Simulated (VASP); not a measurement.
A run of VASP 6.6.1:

The input POSCAR:

```
MgO
1.0
    0.0000000000      1.9466836497      1.9466836497
    1.9466836497      0.0000000000      1.9466836497
    1.9466836497      1.9466836497      0.0000000000
Mg O
1 1
Direct
    0.0000000000      0.0000000000      0.0000000000
    0.5000000000      0.5000000000      0.5000000000
```

File INCAR.step1:

```
ALGO     = Normal         # electronic algorithm
EDIFF    = 1E-5           # SCF threshold, eV
ENCUT    = 600            # plane-wave cutoff, eV
GGA      = PE             # functional
ISIF     = 2              # what is computed and relaxed
ISMEAR   = -1             # smearing method
LASPH    = T              # aspherical terms in the spheres
LREAL    = F              # projectors in reciprocal space
LWAVE    = T              # write WAVECAR
NBANDS   = 11             # bands
NELM     = 60             # most SCF steps
NELMDL   = -8           
PREC     = Accurate       # precision mode
SIGMA    = 0.05           # smearing width, eV
TIME     = 0.4
```

File INCAR.step2:

```
ALGO     = Damped         # electronic algorithm
EDIFF    = 1E-6           # SCF threshold, eV
ENCUT    = 600            # plane-wave cutoff, eV
GGA      = PE             # functional
HFSCREEN = 0.3            # screening, 1/A
ISIF     = 2              # what is computed and relaxed
ISMEAR   = -1             # smearing method
ISTART   = 1            
IVDW     = 12             # dispersion correction
LASPH    = T              # aspherical terms in the spheres
LCHARG   = T              # write CHGCAR
LELF     = T              # ELF
LHFCALC  = T              # exact exchange
LREAL    = F              # projectors in reciprocal space
LVHAR    = T            
LWAVE    = F              # write WAVECAR
NBANDS   = 11             # bands
NELM     = 60             # most SCF steps
NELMDL   = -8           
PREC     = Accurate       # precision mode
PRECFOCK = Normal       
SIGMA    = 0.05           # smearing width, eV
TIME     = 0.4          
VDW_A1   = 0.0          
VDW_A2   = 6.8889       
VDW_S6   = 1.0          
VDW_S8   = 1.1243
```

File KPOINTS:

```
k-points
0
Gamma
  6 6 6
```

Potentials or basis: VASP PAW PBE potentials, release 64 (Mg, O).

Run with:

```sh
$ cat potpaw_PBE.64/Mg/POTCAR potpaw_PBE.64/O/POTCAR > POTCAR
$ cp INCAR.step1 INCAR
$ mpirun -np 1 vasp_std > vasp.out
$ cp INCAR.step2 INCAR
$ mpirun -np 1 vasp_std > vasp.out
```

Hardware: 1 thread of Intel(R) Xeon(R) Platinum 8559C (Emerald Rapids) (shared host).

Estimate the wall time of this run.

Run time: 6.9 min on 1 thread of Intel(R) Xeon(R) Platinum 8559C (Emerald Rapids), with other jobs on the host, peak memory 0.26 GiB. Counts: scf iterations 18, k points 16.
